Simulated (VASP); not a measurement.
# ZnS (P6_3mc) in VASP: notebook, part 2 of 2

VASP 6.6.1. Earlier steps stand in the parts before.

## (4) Single point, PBE

This run uses another cell than the first one, of 20.19 Å³/atom, 1.064 times its volume.

The input, INCAR:

```
SYSTEM = ZnS
  PREC = Accurate
  ENCUT = 520
  EDIFF = 1E-7
  ISMEAR = 0
  SIGMA = 0.02
  LREAL = .False.
  LASPH = .True.
  NELM = 60
  ALGO = Normal
  ISIF = 2
  LWAVE = .False.
  LCHARG = .False.
  GGA = PE
  NBANDS = 26
```

The input, KPOINTS:

```
Automatic mesh
0
Gamma
  12 12 6
  0 0 0
```

The input, POSCAR:

```
ZnS
1.0
    3.8457352458      0.0000000000      0.0000000000
   -1.9228676229      3.3305044191      0.0000000000
    0.0000000000      0.0000000000      6.3042469113
Zn S
2 2
Direct
    0.3333333333      0.6666666667      0.0052037217
    0.6666666667      0.3333333333      0.5052037217
    0.3333333333      0.6666666667      0.3797962683
    0.6666666667      0.3333333333      0.8797962683
```

Potentials or basis: VASP PAW PBE potentials, release 64 (Zn, S).

Command:

```
$ cat potpaw_PBE.64/Zn/POTCAR potpaw_PBE.64/S/POTCAR > POTCAR
$ mpirun -np 1 vasp_std > vasp.out
```

OUTCAR:

```text
SYSTEM = ZnS
   PREC = Accurate
   ENCUT = 520
   EDIFF = 1E-7
   ISMEAR = 0
   LREAL = .False.
   LASPH = .True.
   NELM = 60
   ISIF = 2
   GGA = PE

 ion  position               nearest neighbor table
   1  0.333  0.667  0.005-   4 2.36   4 2.36   4 2.36   3 2.36
   2  0.667  0.333  0.505-   3 2.36   3 2.36   3 2.36   4 2.36
   3  0.333  0.667  0.380-   2 2.36   2 2.36   2 2.36   1 2.36
   4  0.667  0.333  0.880-   1 2.36   1 2.36   1 2.36   2 2.36

  LATTYP: Found a hexagonal cell.
 ALAT       =     3.8457352458
 C/A-ratio  =     1.6392826101

  Lattice vectors:

 A1 = (   3.8457352458,   0.0000000000,   0.0000000000)
 A2 = (  -1.9228676229,   3.3305044191,   0.0000000000)
 A3 = (   0.0000000000,   0.0000000000,   6.3042469113)

Analysis of symmetry for initial positions (statically):
=====================================================================
 Subroutine PRICEL returns:
 Original cell was already a primitive cell.

 Routine SETGRP: Setting up the symmetry group for a
 hexagonal supercell.

 Subroutine GETGRP returns: Found 12 space group operations
 (whereof  6 operations were pure point group operations)
 out of a pool of 24 trial point group operations.

The static configuration has the point symmetry C_3v.
 The point group associated with its full space group is C_6v.

Analysis of symmetry for dynamics (positions and initial velocities):
=====================================================================
 Subroutine PRICEL returns:
 Original cell was already a primitive cell.

 Routine SETGRP: Setting up the symmetry group for a
 hexagonal supercell.

 Subroutine GETGRP returns: Found 12 space group operations
 (whereof  6 operations were pure point group operations)
 out of a pool of 24 trial point group operations.

The dynamic configuration has the point symmetry C_3v.
[... 116 lines left out ...]
   NUPDOWN=      -1.0000    fix difference up-down
   EMIN   =  10.00;   EMAX   =-10.00  energy-range for DOS
   EFERMI =   0.00;   METHOD = LEGACY
   ISMEAR =     0;   SIGMA  =   0.02  broadening in eV -4-tet -1-fermi 0-gaus
   EFERMI_NEDOS =   21; number of points for ismear=-14 and -15
   IALGO  =     38    algorithm
   IMIX   =      4    mixing-type and parameters
     AMIX     =   0.40;   BMIX     =  1.00
     AMIX_MAG =   1.60;   BMIX_MAG =  1.00
  volume/ion in A,a.u.               =      20.19       136.23
  Fermi-wavevector in a.u.,A,eV,Ry     =   1.250647  2.363380 21.281121  1.564118
  Thomas-Fermi vector in A             =   2.384632
   LORBIT       =      0    0 simple, 1 ext, 2 COOP (PROOUT), +10 PAW based schemes
   GGA     = PE    functional components
   LHFCALC =     F    Hartree Fock is set to
   AEXX    =    0.0000 exact exchange contribution
   IVDW    =     0    specifies the selected vdW correction
   LEPSILON=     F    determine dielectric tensor
   LRPA    =     F    only Hartree local field effects (RPA)
 non-spin polarized calculation
 Gauss-broadening in eV      SIGMA  =   0.02
  energy-cutoff  :      520.00
  volume of cell :       80.75
 maximum number of plane-waves:      2208
 NGX is ok and might be reduce to    30
   NGX = 15   NGY = 15   NGZ = 23

 number of electron      36.0000011 magnetization

 Free energy of the ion-electron system (eV)
  ---------------------------------------------------
  ext. energy  EPLUGINS =         0.00000000
  ---------------------------------------------------
  free energy    TOTEN  =       -13.69383343 eV

  energy without entropy =      -13.69383343  energy(sigma->0) =      -13.69383343

 E-fermi :   2.0097     XC(G=0):  -9.5160

 val. band max:        1.9122782078   @ k =   0.0000   0.0000   0.0000
 cond. band min:       3.9948214063   @ k =   0.0000   0.0000   0.0000
 fundamental gap:      2.0825431985
 Fermi energy:         2.0097405339

 k-point     1 :       0.0000    0.0000    0.0000
  band No.  band energies     occupation
      1     -11.0943      2.00000
      2     -10.2048      2.00000
      3      -4.3421      2.00000
      4      -4.3305      2.00000
      5      -4.3305      2.00000
      6      -4.2524      2.00000
[... 685 lines left out ...]
     25      10.6172      0.00000
     26      11.6309      0.00000

 [... further k-points ...]
[... 5 lines left out ...]
  --------------------------------------------------------------------------------------
  -------------------------------------------------------------------------------------
  Total        0.0612257      0.0612257      0.0772453      0.0000000      0.0000000      0.0000000
  in kB        1.2148469      1.2148469      1.5327099      0.0000000      0.0000000      0.0000000
  external PRESSURE =       1.3208012 kB  Pullay stress =       0.0000000 kB

 VOLUME and BASIS-vectors are now :
 -----------------------------------------------------------------------------
  energy-cutoff  :      520.00
  volume of cell :       80.75
      direct lattice vectors                 reciprocal lattice vectors
     3.845735246  0.000000000  0.000000000     0.260028300  0.150127409  0.000000000
    -1.922867623  3.330504419  0.000000000     0.000000000  0.300254819  0.000000000
     0.000000000  0.000000000  6.304246911     0.000000000  0.000000000  0.158623229

 POSITION                                       TOTAL-FORCE (eV/Angst)
 -----------------------------------------------------------------------------------
     -0.00000      2.22034      0.03281         0.000000     -0.000000      0.000775
      1.92287      1.11017      3.18493         0.000000      0.000000      0.000775
     -0.00000      2.22034      2.39433         0.000000     -0.000000     -0.000775
      1.92287      1.11017      5.54645        -0.000000      0.000000     -0.000775
 -----------------------------------------------------------------------------------
    total drift:                               -0.000000     -0.000000     -0.000199

  FREE ENERGIE OF THE ION-ELECTRON SYSTEM (eV)
  ---------------------------------------------------
  free  energy   TOTEN  =       -13.6938334286 eV

  energy  without entropy=      -13.6938334286  energy(sigma->0) =      -13.69383343
```

OSZICAR:

```text
N       E                     dE             d eps       ncg     rms          rms(c)
DAV:   1     0.244903591291E+03    0.24490E+03   -0.17117E+04  3952   0.166E+03
DAV:   2     0.101621036327E+02   -0.23474E+03   -0.22469E+03  4120   0.350E+02
DAV:   3    -0.139378950591E+02   -0.24100E+02   -0.23867E+02  4630   0.111E+02
DAV:   4    -0.145391799942E+02   -0.60128E+00   -0.59990E+00  4630   0.177E+01
DAV:   5    -0.145484070750E+02   -0.92271E-02   -0.92242E-02  4750   0.216E+00    0.936E+00
DAV:   6    -0.137027929551E+02    0.84561E+00   -0.16322E+00  5986   0.364E+01    0.724E+00
DAV:   7    -0.136984344422E+02    0.43585E-02   -0.11675E+00  4200   0.631E+00    0.337E+00
DAV:   8    -0.136928295036E+02    0.56049E-02   -0.34960E-02  4908   0.189E+00    0.915E-01
DAV:   9    -0.136934450823E+02   -0.61558E-03   -0.81334E-03  5342   0.135E+00    0.220E-01
DAV:  10    -0.136936087373E+02   -0.16366E-03   -0.64519E-04  4530   0.322E-01    0.912E-02
DAV:  11    -0.136938313281E+02   -0.22259E-03   -0.36314E-04  4086   0.120E-01    0.562E-02
DAV:  12    -0.136938301598E+02    0.11683E-05   -0.11293E-05  4752   0.273E-02    0.111E-02
DAV:  13    -0.136938333926E+02   -0.32327E-05   -0.49095E-06  4098   0.143E-02    0.261E-03
DAV:  14    -0.136938334286E+02   -0.35966E-07   -0.39855E-07  4802   0.131E-02
   1 F= -.13693833E+02 E0= -.13693833E+02  d E =-.126939E-14
```

stdout:

```text
POSCAR found type information on POSCAR ZnS
 POSCAR found :  2 types and       4 ions
 scaLAPACK will be used
 LDA part: xc-table for (Slater+PW92), standard interpolation
 POSCAR, INCAR and KPOINTS ok, starting setup
 FFT: planning ... GRIDC
 FFT: planning ... GRID_SOFT
 FFT: planning ... GRID
 WAVECAR not read
 entering main loop
```

It took 1.7 min on 1 thread of Intel Xeon 6975P-C (Granite Rapids), shared host; peak memory 0.28 GiB.

What came out:

```yaml
Free_energy: -13.6938 eV
Pressure: 0.1 GPa
Band_gap_on_the_k_mesh: 2.08 eV, direct
```

Levels at points of the mesh, in eV from the valence-band top:
```tsv
k point	band 15	band 16	band 17	band 18	band 19	band 20	band 21	band 22
(0.00, 0.00, 0.00)	-0.86	-0.07	0.00	0.00	2.08	3.05	6.33	6.33
(0.50, 0.00, 0.00)	-3.14	-2.14	-1.61	-0.85	3.68	4.18	5.14	6.93
(0.00, 0.00, 0.50)	-0.45	-0.45	-0.45	-0.45	3.48	3.48	6.76	6.76
(0.50, 0.00, 0.50)	-1.56	-1.56	-1.54	-1.54	3.54	3.54	5.24	5.24
```

## (5) Single point, PBE (volume scaled by 1.03, then relaxed in part)

The input, INCAR:

```
SYSTEM = ZnS
PREC = Accurate
ENCUT = 520
EDIFF = 1E-6
ISMEAR = 0
SIGMA = 0.02
LREAL = .False.
LASPH = .True.
NELM = 80
ALGO = Normal
ISIF = 2
LWAVE = .False.
LCHARG = .False.
GGA = PE
NBANDS = 26
```

The input, KPOINTS:

```
regular mesh
0
Gamma
  12 12 6
  0 0 0
```

The input, POSCAR:

```
ZnS
1.0
    3.8838143088      0.0000000000      0.0000000000
   -1.9419071544      3.3634818550      0.0000000000
    0.0000000000      0.0000000000      6.3666692572
Zn S
2 2
Direct
    0.3333333333      0.6666666667      0.0052037217
    0.6666666667      0.3333333333      0.5052037217
    0.3333333333      0.6666666667      0.3797962683
    0.6666666667      0.3333333333      0.8797962683
```

Command:

```
$ cat potpaw_PBE.64/Zn/POTCAR potpaw_PBE.64/S/POTCAR > POTCAR
$ mpirun -np 1 vasp_std > vasp.out
```

Run time: 87 s. Hardware: 1 thread of Intel Xeon 6975P-C (Granite Rapids), shared host; peak memory 0.28 GiB.

The run converged. Its results:

- Free energy: -13.6813 eV
- Pressure: -1.8 GPa
- Largest force: 0.005 eV/Å
- Band gap on the k mesh: 1.95 eV, direct

Forces in eV/Å, atoms in the order of the input:
```
Zn   0.000  0.000 -0.005
Zn   0.000  0.000 -0.005
S    0.000  0.000  0.005
S    0.000  0.000  0.005
```

Levels at points of the mesh, in eV from the valence-band top:
| k point | band 15 | band 16 | band 17 | band 18 | band 19 | band 20 | band 21 | band 22 |
| --- | --- | --- | --- | --- | --- | --- | --- | --- |
| (0.00, 0.00, 0.00) | -0.81 | -0.07 | 0.00 | 0.00 | 1.95 | 3.00 | 6.34 | 6.34 |
| (0.50, 0.00, 0.00) | -3.01 | -2.04 | -1.52 | -0.81 | 3.70 | 4.10 | 5.16 | 6.94 |
| (0.00, 0.00, 0.50) | -0.43 | -0.43 | -0.43 | -0.43 | 3.39 | 3.39 | 6.69 | 6.69 |
| (0.50, 0.00, 0.50) | -1.49 | -1.49 | -1.47 | -1.47 | 3.52 | 3.52 | 5.26 | 5.26 |

Caveat: the cell differs from its parent crystal (volume scaled by 1.03, then relaxed in part).

## (6) Overview

| cell | gap on the mesh (eV) | pressure (GPa) | largest force (eV/Å) |
| --- | --- | --- | --- |
| a = 3.764, b = 3.764, c = 6.186 Å, angles 90.0, 90.0, 120.0°, 4 atoms | 2.36 | 5.1 | 0.01 |
| a = 3.807, b = 3.807, c = 6.241 Å, angles 90.0, 90.0, 120.0°, 4 atoms | 2.22 | 2.4 | 0.01 |
| a = 3.846, b = 3.846, c = 6.304 Å, angles 90.0, 90.0, 120.0°, 4 atoms | 2.08 | 0.1 | - |
| a = 3.884, b = 3.884, c = 6.367 Å, angles 90.0, 90.0, 120.0°, 4 atoms | 1.95 | -1.8 | - |

Alike in all rows: task single point; level PBE; potentials or basis VASP PAW PBE potentials, release 64 (Zn, S); no spin polarisation; k mesh 12 × 12 × 6; cutoff (eV) 520; smearing gaussian 0.02 eV.

Total energies depend on the potentials used, so only differences within one code and one set of settings carry meaning.

## (7) Against experiment

Step 4. Against the measured gap of ZnS, 3.911 eV (direct; 4 K; a printed reference work, monograph), the calculated 2.08 eV is off by -1.83 eV. The value is that of PBE on a finite k mesh, which can miss the band edges, without temperature or zero-point motion. Semilocal functionals fall short of measured gaps as a rule.
